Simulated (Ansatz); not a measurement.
**SrTiO$_{3}$ (Pm-3m), one atom moved along a line**

Computed with DFT PBE, scalar-relativistic, plane waves, PAW (Ansatz). The runs took a 420 eV cutoff, a Γ-centred 8×8×8 mesh and Gaussian smearing (0.05 eV). No spin polarisation. Energies are free energies at this smearing, counted from the undisturbed cell; pressure is positive in compression.

The starting cell (relaxed at this level; it needn't be the usual structure):

```
Sr Ti O
1.0
     3.93640    0.00000    0.00000
     0.00000    3.93640    0.00000
     0.00000    0.00000    3.93640
Sr Ti O
1 1 3
Direct
  0.00000 0.00000 0.00000
  0.50000 0.50000 0.50000
  0.00000 0.50000 0.50000
  0.50000 0.00000 0.50000
  0.50000 0.50000 0.00000
```

Atom 2 (Ti) is moved by x along the Cartesian unit vector (1.000, 0.000, 0.000); the cell and all other atoms stay fixed.

```csv
x (Å),ΔE (meV/cell),force along x on the moved atoms (eV/Å),pressure (GPa),gap on the mesh (eV)
-0.6000,4853.2,30.41,34.5,1.87
-0.3600,748.0,7.50,9.9,1.93
-0.1200,15.5,0.43,0.9,1.86
0.0000,0.0,0.00,0.0,1.84
0.1800,62.9,-1.23,2.1,1.88
0.2400,174.5,-2.59,3.9,1.90
0.3000,387.9,-4.64,6.5,1.92
0.4200,1307.2,-11.30,14.3,1.94
0.4800,2126.4,-16.20,19.7,1.93
0.5400,3277.9,-22.43,26.4,1.91
```

By symmetry 0.6000 repeats -0.6000, -0.4800 repeats 0.4800, 0.3600 repeats -0.3600, -0.2400 repeats 0.2400, 0.1200 repeats -0.1200 in energy, with the opposite slope along the path.

Many cubic perovskites lower their energy by tilts or polar distortions; a scan of this one displacement doesn't rule them out.